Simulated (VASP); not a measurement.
# CdTe (Fm-3m) in VASP: notebook

The runs below take CdTe through single point, with PBEsol.

Everything below comes from runs of VASP 6.6.1. Logs are shortened: lines on timing, memory, paths and dates and some standing lists are left out, and cuts for length are marked.

## (1) The crystal as given

The structure is cubic, space group Fm-3m (No. 225). Conventional cell: a = 6.431 Å, b = 6.431 Å, c = 6.431 Å, α = 90.00°, β = 90.00°, γ = 90.00°. Cd (site symmetry m-3m) has 6 Te at 3.22 Å as nearest neighbours. Te (site symmetry m-3m) has 6 Cd at 3.22 Å as nearest neighbours.

Measurements of this composition are mostly on another form, of space group No. 216.

## (2) Single point, PBEsol

The input, INCAR:

```
PREC     = Accurate       # precision mode
ENCUT    = 520            # plane-wave cutoff, eV
EDIFF    = 1E-6           # SCF threshold, eV
ISMEAR   = 0              # smearing method
SIGMA    = 0.05           # smearing width, eV
LREAL    = F              # projectors in reciprocal space
LASPH    = T              # aspherical terms in the spheres
NELM     = 80             # most SCF steps
ALGO     = Normal         # electronic algorithm
ISIF     = 2              # what is computed and relaxed
LWAVE    = F              # write WAVECAR
LCHARG   = F              # write CHGCAR
GGA      = PS             # functional
NBANDS   = 16             # bands
```

The input, KPOINTS:

```
Automatic mesh
0
Gamma
  8 8 8
```

The input, POSCAR:

```
CdTe
1.0
    0.0000000000      3.2156458359      3.2156458359
    3.2156458359      0.0000000000      3.2156458359
    3.2156458359      3.2156458359      0.0000000000
Cd Te
1 1
Direct
    0.5000000000      0.5000000000      0.5000000000
    0.0000000000      0.0000000000      0.0000000000
```

Potentials or basis: VASP PAW PBE potentials, release 64 (Cd, Te).

On the command line:

```
cat potpaw_PBE.64/Cd/POTCAR potpaw_PBE.64/Te/POTCAR > POTCAR
mpirun -np 1 vasp_std > vasp.out
```

OUTCAR:

```text
PREC = Accurate
   ENCUT = 520
   EDIFF = 1E-6
   ISMEAR = 0
   LREAL = F
   LASPH = T
   NELM = 80
   ISIF = 2
   GGA = PS

 ion  position               nearest neighbor table
   1  0.500  0.500  0.500-   2 3.22   2 3.22   2 3.22   2 3.22   2 3.22   2 3.22
   2  0.000  0.000  0.000-   1 3.22   1 3.22   1 3.22   1 3.22   1 3.22   1 3.22

  LATTYP: Found a face centered cubic cell.
 ALAT       =     6.4312916718

  Lattice vectors:

 A1 = (   0.0000000000,   3.2156458359,   3.2156458359)
 A2 = (   3.2156458359,   0.0000000000,   3.2156458359)
 A3 = (   3.2156458359,   3.2156458359,   0.0000000000)

Analysis of symmetry for initial positions (statically):
=====================================================================
 Subroutine PRICEL returns:
 Original cell was already a primitive cell.

 Routine SETGRP: Setting up the symmetry group for a
 face centered cubic supercell.

 Subroutine GETGRP returns: Found 48 space group operations
 (whereof 48 operations were pure point group operations)
 out of a pool of 48 trial point group operations.

The static configuration has the point symmetry O_h .

Analysis of symmetry for dynamics (positions and initial velocities):
=====================================================================
 Subroutine PRICEL returns:
 Original cell was already a primitive cell.

 Routine SETGRP: Setting up the symmetry group for a
 face centered cubic supercell.

 Subroutine GETGRP returns: Found 48 space group operations
 (whereof 48 operations were pure point group operations)
 out of a pool of 48 trial point group operations.

The dynamic configuration has the point symmetry O_h .

 Subroutine INISYM returns: Found 48 space group operations
 (whereof 48 operations are pure point group operations),
 and found     1 'primitive' translations

----------------------------------------------------------------------------------------

                                     Primitive cell

  volume of cell :      66.5020

  direct lattice vectors                    reciprocal lattice vectors
     0.000000000  3.215645836  3.215645836    -0.155489760  0.155489760  0.155489760
     3.215645836  0.000000000  3.215645836     0.155489760 -0.155489760  0.155489760
     3.215645836  3.215645836  0.000000000     0.155489760  0.155489760 -0.155489760

  length of vectors
     4.547609953  4.547609953  4.547609953     0.269316165  0.269316165  0.269316165

  position of ions in fractional coordinates (direct lattice)
[... 75 lines left out ...]
   LSORBIT =      F    spin-orbit coupling
   LASPH  =      T    aspherical Exc in radial PAW
   ENCUT  =  520.0 eV  38.22 Ry    6.18 a.u.   8.46  8.46  8.46*2*pi/ulx,y,z
   NELM   =     80;   NELMIN=  2; NELMDL= -5     # of ELM steps
   EDIFF  = 0.1E-05   stopping-criterion for ELM
   LREAL  =      F    real-space projection
   EDIFFG = 0.1E-04   stopping-criterion for IOM
   NSW    =      0    number of steps for IOM
   IBRION =     -1    ionic relax: 0-MD 1-quasi-New 2-CG
   NFREE  =      0    steps in history (QN), initial steepest desc. (CG)
   ISIF   =      2    stress and relaxation
   ISYM   =      2    0-nonsym 1-usesym 2-fastsym
   POTIM  = 0.5000    time-step for ionic-motion
   TEBEG  =    0.0;   TEEND  =   0.0 temperature during run
   PSTRESS=    0.0 pullay stress
   NELECT =      18.0000    total number of electrons
   NUPDOWN=      -1.0000    fix difference up-down
   EMIN   =  10.00;   EMAX   =-10.00  energy-range for DOS
   EFERMI =   0.00;   METHOD = LEGACY
   ISMEAR =     0;   SIGMA  =   0.05  broadening in eV -4-tet -1-fermi 0-gaus
   EFERMI_NEDOS =   21; number of points for ismear=-14 and -15
   IALGO  =     38    algorithm
   IMIX   =      4    mixing-type and parameters
     AMIX     =   0.40;   BMIX     =  1.00
     AMIX_MAG =   1.60;   BMIX_MAG =  1.00
  volume/ion in A,a.u.               =      33.25       224.39
  Fermi-wavevector in a.u.,A,eV,Ry     =   1.058979  2.001181 15.258078  1.121437
  Thomas-Fermi vector in A             =   2.194308
   LORBIT       =      0    0 simple, 1 ext, 2 COOP (PROOUT), +10 PAW based schemes
   GGA     = PS    functional components
   LHFCALC =     F    Hartree Fock is set to
   AEXX    =    0.0000 exact exchange contribution
   IVDW    =     0    specifies the selected vdW correction
   LEPSILON=     F    determine dielectric tensor
   LRPA    =     F    only Hartree local field effects (RPA)
 non-spin polarized calculation
 Gauss-broadening in eV      SIGMA  =   0.05
  energy-cutoff  :      520.00
  volume of cell :       66.50
 maximum number of plane-waves:      1812
 NGX is ok and might be reduce to    36
   NGX = 17   NGY = 17   NGZ = 17

 number of electron      17.9999994 magnetization

 Free energy of the ion-electron system (eV)
  ---------------------------------------------------
  ext. energy  EPLUGINS =         0.00000000
  ---------------------------------------------------
  free energy    TOTEN  =        -4.92647957 eV

  energy without entropy =       -4.92472875  energy(sigma->0) =       -4.92560416

 E-fermi :   2.2814     XC(G=0):  -9.1822

 val. band max:        2.2744945823   @ k =  -0.1250   0.1250   0.0000
 cond. band min:       2.3594440004   @ k =  -0.2500   0.1250   0.0000
 fundamental gap:      0.0849494182
 Fermi energy:         2.2814110128

 k-point     1 :       0.0000    0.0000    0.0000
  band No.  band energies     occupation
      1      -8.4582      2.00000
      2      -5.6041      2.00000
      3      -5.6041      2.00000
      4      -5.5736      2.00000
      5      -5.5736      2.00000
      6      -5.5736      2.00000
[... 433 lines left out ...]
      3      -5.5788      2.00000
      4      -5.5667      2.00000
      5      -5.5154      2.00000
      6      -5.4396      2.00000
[... 8 lines left out ...]
     15      11.2710      0.00000
     16      13.7204      0.00000

 [... further k-points ...]
[... 5 lines left out ...]
  --------------------------------------------------------------------------------------
  -------------------------------------------------------------------------------------
  Total       -2.8691235     -2.8691235     -2.8691235     -0.0000000     -0.0000000     -0.0000000
  in kB      -69.1234158    -69.1234158    -69.1234158     -0.0000000     -0.0000000     -0.0000000
  external PRESSURE =     -69.1234158 kB  Pullay stress =       0.0000000 kB

 VOLUME and BASIS-vectors are now :
 -----------------------------------------------------------------------------
  energy-cutoff  :      520.00
  volume of cell :       66.50
      direct lattice vectors                 reciprocal lattice vectors
     0.000000000  3.215645836  3.215645836    -0.155489760  0.155489760  0.155489760
     3.215645836  0.000000000  3.215645836     0.155489760 -0.155489760  0.155489760
     3.215645836  3.215645836  0.000000000     0.155489760  0.155489760 -0.155489760

 POSITION                                       TOTAL-FORCE (eV/Angst)
 -----------------------------------------------------------------------------------
      3.21565      3.21565      3.21565        -0.000000     -0.000000     -0.000000
      0.00000      0.00000      0.00000         0.000000      0.000000      0.000000
 -----------------------------------------------------------------------------------
    total drift:                                0.000000      0.000000      0.000000

  FREE ENERGIE OF THE ION-ELECTRON SYSTEM (eV)
  ---------------------------------------------------
  free  energy   TOTEN  =        -4.9264795662 eV

  energy  without entropy=       -4.9247287481  energy(sigma->0) =       -4.92560416
```

It took 15 s on 1 thread of Intel Xeon 6975P-C (Granite Rapids), shared host; peak memory 0.21 GiB.

Results:

```
Free energy            : -4.9265 eV
Pressure               : -6.9 GPa
Band gap on the k mesh : none (metal or under the smearing width)
```

Levels at points of the mesh, in eV from the Fermi level:
| k point | band 7 | band 8 | band 9 | band 10 | band 11 | band 12 |
| --- | --- | --- | --- | --- | --- | --- |
| (0.00, 0.00, 0.00) | -0.31 | -0.27 | -0.27 | -0.27 | 7.07 | 7.07 |
| (0.50, 0.00, 0.00) | -4.32 | -0.01 | -0.01 | 2.74 | 3.94 | 4.10 |
| (0.50, 0.50, 0.00) | -3.19 | -1.53 | -1.53 | -1.16 | 4.51 | 8.25 |

Caveat: the PAW data sets were made with another functional, which shifts forces and pressure a little. Spin-orbit coupling is left out, which matters for the levels of Te.

## (3) Single point, PBEsol

This run uses another cell than the first one, of 26.95 Å³/atom, 0.810 times its volume.

The input, INCAR:

```
SYSTEM = CdTe
PREC     = Accurate       ! precision mode
ENCUT    = 520            ! plane-wave cutoff, eV
EDIFF    = 1E-6           ! SCF threshold, eV
ISMEAR   = 0              ! smearing method
SIGMA    = 0.05           ! smearing width, eV
LREAL    = .False.        ! projectors in reciprocal space
LASPH    = .True.         ! aspherical terms in the spheres
NELM     = 60             ! most SCF steps
ALGO     = Normal         ! electronic algorithm
ISIF     = 2              ! what is computed and relaxed
LWAVE    = .False.        ! write WAVECAR
LCHARG   = .True.         ! write CHGCAR
GGA      = PS             ! functional
LELF     = .True.         ! ELF
LVHAR    = .True.       
NBANDS   = 16             ! bands
```

The input, KPOINTS:

```
Automatic mesh
0
Gamma
  8 8 8
  0 0 0
```

The input, POSCAR:

```
CdTe
1.0
    0.0000000000      2.9980050306      2.9980050306
    2.9980050306      0.0000000000      2.9980050306
    2.9980050306      2.9980050306      0.0000000000
Cd Te
1 1
Direct
    0.5000000000      0.5000000000      0.5000000000
    0.0000000000      0.0000000000      0.0000000000
```

Potentials or basis: VASP PAW PBE potentials, release 64 (Cd, Te).

On the command line:

```
cat potpaw_PBE.64/Cd/POTCAR potpaw_PBE.64/Te/POTCAR > POTCAR
mpirun -np 1 vasp_std > vasp.out
```

Wall time 10 s (1 thread of Intel Xeon 6975P-C (Granite Rapids), shared host); peak memory 0.18 GiB.

The run converged. Its results:

- Free energy: -5.2546 eV
- Pressure: 0.3 GPa
- Band gap on the k mesh: none (metal or under the smearing width)

Levels at points of the mesh, in eV from the Fermi level:
| k point | band 6 | band 7 | band 8 | band 9 | band 10 | band 11 | band 12 | band 13 |
| --- | --- | --- | --- | --- | --- | --- | --- | --- |
| (0.00, 0.00, 0.00) | -8.27 | -0.47 | -0.47 | -0.47 | 0.56 | 7.14 | 7.14 | 7.14 |
| (0.50, 0.00, 0.00) | -8.16 | -5.43 | 0.03 | 0.03 | 2.66 | 3.95 | 3.95 | 5.05 |
| (0.50, 0.50, 0.00) | -7.38 | -4.42 | -2.23 | -2.23 | -1.32 | 4.13 | 9.50 | 9.50 |

Caveat: the PAW data sets were made with another functional, which shifts forces and pressure a little.

## (4) Single point, PBEsol

This run uses another cell than the first one, of 26.95 Å³/atom, 0.810 times its volume.

The input, INCAR:

```
SYSTEM = CdTe
ALGO     = Fast           ! electronic algorithm
EDIFF    = 1E-6           ! SCF threshold, eV
ENCUT    = 520            ! plane-wave cutoff, eV
GGA      = PS             ! functional
ISIF     = 2              ! what is computed and relaxed
ISMEAR   = 0              ! smearing method
LASPH    = .TRUE.         ! aspherical terms in the spheres
LCHARG   = .TRUE.         ! write CHGCAR
LELF     = .TRUE.         ! ELF
LREAL    = .FALSE.        ! projectors in reciprocal space
LVHAR    = .TRUE.       
LWAVE    = .FALSE.        ! write WAVECAR
NBANDS   = 16             ! bands
NELM     = 80             ! most SCF steps
PREC     = Accurate       ! precision mode
SIGMA    = 0.05           ! smearing width, eV
```

The input, KPOINTS:

```
k-points
0
G
  8 8 8
  0 0 0
```

POSCAR is that of step 3.

On the command line:

```
cat potpaw_PBE.64/Cd/POTCAR potpaw_PBE.64/Te/POTCAR > POTCAR
mpirun -np 1 vasp_std > vasp.out
```

Run time: 9.7 s. Hardware: 1 thread of Intel Xeon 6975P-C (Granite Rapids), shared host; peak memory 0.18 GiB.

It converged, with:

- Free energy: -5.2546 eV
- Pressure: 0.2 GPa
- Band gap on the k mesh: none (metal or under the smearing width)

Levels at points of the mesh, in eV from the Fermi level:
```
           k point  band 5  band 6  band 7  band 8  band 9  band 10  band 11  band 12  band 13  band 14
(0.00, 0.00, 0.00)   -8.27   -8.27   -0.47   -0.47   -0.47     0.56     7.14     7.14     7.14     7.87
(0.50, 0.00, 0.00)   -8.16   -8.16   -5.43    0.03    0.03     2.66     3.95     3.95     5.05    10.34
(0.50, 0.50, 0.00)   -8.12   -7.38   -4.42   -2.23   -2.23    -1.32     4.13     9.50     9.50    10.19
```

Caveat: the PAW data sets were made with another functional, which shifts forces and pressure a little. The run has no spin-orbit coupling, so splittings on Te are missing.
